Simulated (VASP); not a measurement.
Set up this calculation in VASP 6.6.1, as the native input.

- Task: relaxation of cell and atoms
- Functional: PBEsol
- Potentials or basis: VASP PAW PBE potentials, release 64 (Sb)
- Cutoff: 580 eV
- k mesh: 14 × 10 × 10
- Occupations: gaussian, width 0.1 eV
- Spin: no spin polarisation
- Further INCAR settings: ALGO = Normal; EDIFF = 1e-07; IBRION = 2; EDIFFG = -0.005; NSW = 90; ISIF = 3

The structure of Sb lies in POSCAR:

```
Sb
1.0
    3.1224020000      0.0000000000      0.0000000000
    0.0000000000      4.3475180000      0.0000000000
   -0.0389150000      0.0000000000      4.4058520000
Sb
2
Direct
    0.9886110000      0.7500000000      0.7588340000
    0.0113890000      0.2500000000      0.2411660000
```

This isn't the form of Sb at room conditions, which is rhombohedral.

These files were run (other wordings do the same):

INCAR

```
  PREC = Accurate
  ENCUT = 580
  EDIFF = 1E-7
  ISMEAR = 0
  SIGMA = 0.1
  LREAL = F
  LASPH = T
  NELM = 100
  ALGO = Normal
  ISIF = 3
  LWAVE = F
  LCHARG = F
  GGA = PS
  IBRION = 2
  NSW = 90
  EDIFFG = -0.005
```

KPOINTS

```
Automatic mesh
0
Gamma
  14 10 10
```

Potentials or basis: VASP PAW PBE potentials, release 64 (Sb).

Run with:

```console
$ cat potpaw_PBE.64/Sb/POTCAR > POTCAR
$ mpirun -np 1 vasp_std > vasp.out
```

It gave:

| Quantity | Value |
| --- | --- |
| Relaxed volume | 28.73 Å³/atom |
| Relaxed cell | a = 3.066 Å, b = 4.329 Å, c = 4.330 Å, α = 90.00°, β = 89.94°, γ = 90.00° |
| Space group after relaxing (to 0.05 Å) | Pm-3m (No. 221) |
| Energy gained by relaxing | 12.3 meV/atom |
| Ionic steps | 21 |
| Pressure after relaxing | 0.0 GPa |
| Band gap on the k mesh | none (metal or under the smearing width) |

Caveat: the PAW data sets were made with another functional, which shifts forces and pressure a little.

Wall time 15 min on 1 thread of AMD EPYC 9R45 96-Core Processor (Zen 5), on a shared host, peak memory 0.38 GiB.
